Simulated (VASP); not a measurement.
# KI (Fm-3m) in VASP: notebook, part 2 of 3

VASP 6.6.1. Earlier steps stand in the parts before.

**3. Band structure, r2SCAN**

Input file INCAR:

```
PREC = Accurate ; ENCUT = 520
EDIFF = 1E-6 ; ISMEAR = 0
SIGMA = 0.02 ; LREAL = False
LASPH = True ; NELM = 100
ALGO = Normal ; ISIF = 2
LWAVE = False ; LCHARG = False
METAGGA = R2SCAN ; LMIXTAU = True
NBANDS = 15
```

Input file KPOINTS:

```
Automatic mesh
0
Gamma
  8 8 8
```

Input file POSCAR:

```
KI
1.0
    0.0000000000      3.5327750000      3.5327750000
    3.5327750000      0.0000000000      3.5327750000
    3.5327750000      3.5327750000      0.0000000000
I K
1 1
Direct
    0.5000000000      0.5000000000      0.5000000000
    0.0000000000      0.0000000000      0.0000000000
```

Input file KPOINTS_OPT:

```
path GXWKGLUWLK,UX
15
line-mode
reciprocal
 0.0000000000  0.0000000000  0.0000000000  G
 0.5000000000  0.0000000000  0.5000000000  X

 0.5000000000  0.0000000000  0.5000000000  X
 0.5000000000  0.2500000000  0.7500000000  W

 0.5000000000  0.2500000000  0.7500000000  W
 0.3750000000  0.3750000000  0.7500000000  K

 0.3750000000  0.3750000000  0.7500000000  K
 0.0000000000  0.0000000000  0.0000000000  G

 0.0000000000  0.0000000000  0.0000000000  G
 0.5000000000  0.5000000000  0.5000000000  L

 0.5000000000  0.5000000000  0.5000000000  L
 0.6250000000  0.2500000000  0.6250000000  U

 0.6250000000  0.2500000000  0.6250000000  U
 0.5000000000  0.2500000000  0.7500000000  W

 0.5000000000  0.2500000000  0.7500000000  W
 0.5000000000  0.5000000000  0.5000000000  L

 0.5000000000  0.5000000000  0.5000000000  L
 0.3750000000  0.3750000000  0.7500000000  K

 0.6250000000  0.2500000000  0.6250000000  U
 0.5000000000  0.0000000000  0.5000000000  X
```

Potentials or basis: VASP PAW PBE potentials, release 64 (I, K_sv).

Command:

```sh
$ cat potpaw_PBE.64/I/POTCAR potpaw_PBE.64/K_sv/POTCAR > POTCAR
$ mpirun -np 1 vasp_std > vasp.out
```

OUTCAR:

```text
PREC = Accurate
   ENCUT = 520
   EDIFF = 1E-6
   ISMEAR = 0
   LREAL = False
   LASPH = True
   NELM = 100
   ISIF = 2
   METAGGA = R2SCAN

 ion  position               nearest neighbor table
   1  0.500  0.500  0.500-   2 3.53   2 3.53   2 3.53   2 3.53   2 3.53   2 3.53
   2  0.000  0.000  0.000-   1 3.53   1 3.53   1 3.53   1 3.53   1 3.53   1 3.53

  LATTYP: Found a face centered cubic cell.
 ALAT       =     7.0655500000

  Lattice vectors:

 A1 = (   0.0000000000,   3.5327750000,   3.5327750000)
 A2 = (   3.5327750000,   0.0000000000,   3.5327750000)
 A3 = (   3.5327750000,   3.5327750000,   0.0000000000)

Analysis of symmetry for initial positions (statically):
=====================================================================
 Subroutine PRICEL returns:
 Original cell was already a primitive cell.

 Routine SETGRP: Setting up the symmetry group for a
 face centered cubic supercell.

 Subroutine GETGRP returns: Found 48 space group operations
 (whereof 48 operations were pure point group operations)
 out of a pool of 48 trial point group operations.

The static configuration has the point symmetry O_h .

Analysis of symmetry for dynamics (positions and initial velocities):
=====================================================================
 Subroutine PRICEL returns:
 Original cell was already a primitive cell.

 Routine SETGRP: Setting up the symmetry group for a
 face centered cubic supercell.

 Subroutine GETGRP returns: Found 48 space group operations
 (whereof 48 operations were pure point group operations)
 out of a pool of 48 trial point group operations.

The dynamic configuration has the point symmetry O_h .

 Subroutine INISYM returns: Found 48 space group operations
 (whereof 48 operations are pure point group operations),
 and found     1 'primitive' translations

----------------------------------------------------------------------------------------

                                     Primitive cell

  volume of cell :      88.1816

  direct lattice vectors                    reciprocal lattice vectors
     0.000000000  3.532775000  3.532775000    -0.141531799  0.141531799  0.141531799
     3.532775000  0.000000000  3.532775000     0.141531799 -0.141531799  0.141531799
     3.532775000  3.532775000  0.000000000     0.141531799  0.141531799 -0.141531799

  length of vectors
     4.996098318  4.996098318  4.996098318     0.245140266  0.245140266  0.245140266

  position of ions in fractional coordinates (direct lattice)
     0.500000000  0.500000000  0.500000000
     0.000000000  0.000000000  0.000000000

  ion indices of the primitive-cell ions
   primitive index   ion index
                 1           1
                 2           2

----------------------------------------------------------------------------------------

 KPOINTS: Automatic mesh

Automatic generation of k-mesh.
 Grid dimensions read from file:
 generate k-points for:    8    8    8

 Generating k-lattice:

  Cartesian coordinates                     Fractional coordinates (reciprocal lattice)
    -0.017691475  0.017691475  0.017691475     0.125000000  0.000000000  0.000000000
     0.017691475 -0.017691475  0.017691475     0.000000000  0.125000000  0.000000000
     0.017691475  0.017691475 -0.017691475     0.000000000  0.000000000  0.125000000

  Length of vectors
     0.030642533  0.030642533  0.030642533

  Shift w.r.t. Gamma in fractional coordinates (k-lattice)
     0.000000000  0.000000000  0.000000000

 Subroutine IBZKPT returns following result:
 ===========================================

 Found     29 irreducible k-points:

 Following reciprocal coordinates:
            Coordinates               Weight
  0.000000  0.000000  0.000000      1.000000
  0.125000  0.000000  0.000000      8.000000
  0.250000  0.000000  0.000000      8.000000
  0.375000  0.000000  0.000000      8.000000
  0.500000  0.000000  0.000000      4.000000
  0.125000  0.125000  0.000000      6.000000
[... 16 lines left out ...]
  0.500000  0.250000  0.125000     48.000000
 -0.375000  0.250000  0.125000     24.000000
 [... further k-points ...]
   k-points           NKPTS =     29   k-points in BZ     NKDIM =     29   number of bands    NBANDS=     15
   number of dos      NEDOS =    301   number of ions     NIONS =      2
   total plane-waves  NPLWV =  64000
   dimension x,y,z NGX =    40 NGY =   40 NGZ =   40
   dimension x,y,z NGXF=    80 NGYF=   80 NGZF=   80
   ions per type =               1   1
   NGX,Y,Z   is equivalent  to a cutoff of  13.31, 13.31, 13.31 a.u.
   NGXF,Y,Z  is equivalent  to a cutoff of  26.62, 26.62, 26.62 a.u.
 SYSTEM =  unknown system
   PREC   = accura    normal or accurate (medium, high low for compatibility)
   ISTART =      0    job   : 0-new  1-cont  2-samecut
   ICHARG =      2    charge: 1-file 2-atom 10-const
   ISPIN  =      1    spin polarized calculation?
   LNONCOLLINEAR =      F non collinear calculations
   LSORBIT =      F    spin-orbit coupling
   LASPH  =      T    aspherical Exc in radial PAW
   ENCUT  =  520.0 eV  38.22 Ry    6.18 a.u.   9.29  9.29  9.29*2*pi/ulx,y,z
   NELM   =    100;   NELMIN=  2; NELMDL= -5     # of ELM steps
   EDIFF  = 0.1E-05   stopping-criterion for ELM
   LREAL  =      F    real-space projection
   EDIFFG = 0.1E-04   stopping-criterion for IOM
   NSW    =      0    number of steps for IOM
   IBRION =     -1    ionic relax: 0-MD 1-quasi-New 2-CG
   NFREE  =      0    steps in history (QN), initial steepest desc. (CG)
   ISIF   =      2    stress and relaxation
   ISYM   =      2    0-nonsym 1-usesym 2-fastsym
   POTIM  = 0.5000    time-step for ionic-motion
   TEBEG  =    0.0;   TEEND  =   0.0 temperature during run
   PSTRESS=    0.0 pullay stress
   NELECT =      16.0000    total number of electrons
   NUPDOWN=      -1.0000    fix difference up-down
   EMIN   =  10.00;   EMAX   =-10.00  energy-range for DOS
   EFERMI =   0.00;   METHOD = LEGACY
   ISMEAR =     0;   SIGMA  =   0.02  broadening in eV -4-tet -1-fermi 0-gaus
   EFERMI_NEDOS =   21; number of points for ismear=-14 and -15
   IALGO  =     38    algorithm
   IMIX   =      4    mixing-type and parameters
     AMIX     =   0.40;   BMIX     =  1.00
     AMIX_MAG =   1.60;   BMIX_MAG =  1.00
  volume/ion in A,a.u.               =      44.09       297.54
  Fermi-wavevector in a.u.,A,eV,Ry     =   0.926806  1.751409 11.686988  0.858969
  Thomas-Fermi vector in A             =   2.052808
   LORBIT       =      0    0 simple, 1 ext, 2 COOP (PROOUT), +10 PAW based schemes
   METAGGA = R2SCAN    functional components
   LHFCALC =     F    Hartree Fock is set to
   AEXX    =    0.0000 exact exchange contribution
   IVDW    =     0    specifies the selected vdW correction
   LEPSILON=     F    determine dielectric tensor
   LRPA    =     F    only Hartree local field effects (RPA)
 non-spin polarized calculation
 Gauss-broadening in eV      SIGMA  =   0.02
  energy-cutoff  :      520.00
  volume of cell :       88.18
 maximum number of plane-waves:      2421
 NGX is ok and might be reduce to    40
   NGX = 19   NGY = 19   NGZ = 19

 number of electron      15.9999999 magnetization

 Free energy of the ion-electron system (eV)
  ---------------------------------------------------
  ext. energy  EPLUGINS =         0.00000000
  ---------------------------------------------------
  free energy    TOTEN  =       -33.98375437 eV

  energy without entropy =      -33.98375437  energy(sigma->0) =      -33.98375437

 E-fermi :  -0.6103     XC(G=0):  -7.5178

 val. band max:       -0.7553431802   @ k =   0.0000   0.0000   0.0000
 cond. band min:       3.8528126681   @ k =   0.0000   0.0000   0.0000
 fundamental gap:      4.6081558483
 Fermi energy:        -0.6103364402

 k-point     1 :       0.0000    0.0000    0.0000
  band No.  band energies     occupation
      1     -30.4135      2.00000
      2     -13.1287      2.00000
      3     -13.1287      2.00000
      4     -13.1287      2.00000
      5     -11.5682      2.00000
      6      -0.7553      2.00000
      7      -0.7553      2.00000
      8      -0.7553      2.00000
      9       3.8528      0.00000
     10       6.2935      0.00000
     11       6.2935      0.00000
     12       6.2935      0.00000
     13       7.1446      0.00000
     14       7.1446      0.00000
[... 401 lines left out ...]
      2     -13.2374      2.00000
      3     -13.1451      2.00000
      4     -13.1368      2.00000
      5     -11.3142      2.00000
      6      -1.8637      2.00000
      7      -1.3059      2.00000
      8      -1.1441      2.00000
      9       5.7961      0.00000
     10       6.6440      0.00000
     11       7.3672      0.00000
     12       8.2225      0.00000
     13       8.6552      0.00000
     14       8.9159      0.00000
     15       9.8074      0.00000

 [... further k-points ...]
[... 5 lines left out ...]
  --------------------------------------------------------------------------------------
  -------------------------------------------------------------------------------------
  Total        0.0806420      0.0806420      0.0806420      0.0000000      0.0000000     -0.0000000
  in kB        1.4651899      1.4651899      1.4651899      0.0000000      0.0000000     -0.0000000
  external PRESSURE =       1.4651899 kB  Pullay stress =       0.0000000 kB

 VOLUME and BASIS-vectors are now :
 -----------------------------------------------------------------------------
  energy-cutoff  :      520.00
  volume of cell :       88.18
      direct lattice vectors                 reciprocal lattice vectors
     0.000000000  3.532775000  3.532775000    -0.141531799  0.141531799  0.141531799
     3.532775000  0.000000000  3.532775000     0.141531799 -0.141531799  0.141531799
     3.532775000  3.532775000  0.000000000     0.141531799  0.141531799 -0.141531799

 POSITION                                       TOTAL-FORCE (eV/Angst)
 -----------------------------------------------------------------------------------
      3.53277      3.53277      3.53277         0.000000      0.000000      0.000000
      0.00000      0.00000      0.00000        -0.000000     -0.000000     -0.000000
 -----------------------------------------------------------------------------------
    total drift:                                0.000000     -0.000000     -0.000000

  FREE ENERGIE OF THE ION-ELECTRON SYSTEM (eV)
  ---------------------------------------------------
  free  energy   TOTEN  =       -33.9837543669 eV

  energy  without entropy=      -33.9837543669  energy(sigma->0) =      -33.98375437
```

It took 4.6 min on 1 thread of Intel Xeon 6975P-C (Granite Rapids), shared host; peak memory 0.27 GiB.

Results:

| Property | Result |
| --- | --- |
| Free energy | -33.9838 eV |
| Pressure | 0.1 GPa |
| Band gap on the k mesh | 4.61 eV, direct |
| Band gap along the path | 4.61 eV, direct |

Levels at the corners of the path, in eV from the valence-band top:
```csv
point,band 5,band 6,band 7,band 8,band 9,band 10,band 11,band 12
Γ,-10.81,0.00,0.00,0.00,4.61,7.05,7.05,7.05
X,-10.66,-1.02,-0.37,-0.37,5.37,6.50,8.83,9.45
X,-10.66,-1.02,-0.37,-0.37,5.37,6.50,8.83,9.45
W,-10.60,-0.74,-0.74,-0.59,6.97,6.97,7.38,8.99
W,-10.60,-0.74,-0.74,-0.59,6.97,6.97,7.38,8.99
K,-10.60,-0.87,-0.76,-0.39,6.09,7.37,8.18,9.08
K,-10.60,-0.87,-0.76,-0.39,6.09,7.37,8.18,9.08
Γ,-10.81,0.00,0.00,0.00,4.61,7.05,7.05,7.05
Γ,-10.81,0.00,0.00,0.00,4.61,7.05,7.05,7.05
L,-10.52,-1.32,-0.34,-0.34,6.02,8.34,8.77,8.77
L,-10.52,-1.32,-0.34,-0.34,6.02,8.34,8.77,8.77
U,-10.60,-0.87,-0.76,-0.39,6.09,7.37,8.18,9.08
U,-10.60,-0.87,-0.76,-0.39,6.09,7.37,8.18,9.08
W,-10.60,-0.74,-0.74,-0.59,6.97,6.97,7.38,8.99
W,-10.60,-0.74,-0.74,-0.59,6.97,6.97,7.38,8.99
L,-10.52,-1.32,-0.34,-0.34,6.02,8.34,8.77,8.77
L,-10.52,-1.32,-0.34,-0.34,6.02,8.34,8.77,8.77
K,-10.60,-0.87,-0.76,-0.39,6.09,7.37,8.18,9.08
U,-10.60,-0.87,-0.76,-0.39,6.09,7.37,8.18,9.08
X,-10.66,-1.02,-0.37,-0.37,5.37,6.50,8.83,9.45
```

Caveat: the PAW data sets were made with another functional, which shifts forces and pressure a little; spin-orbit coupling is left out, which moves the levels of the heavy elements.

(Part 2 of 3 ends here.)
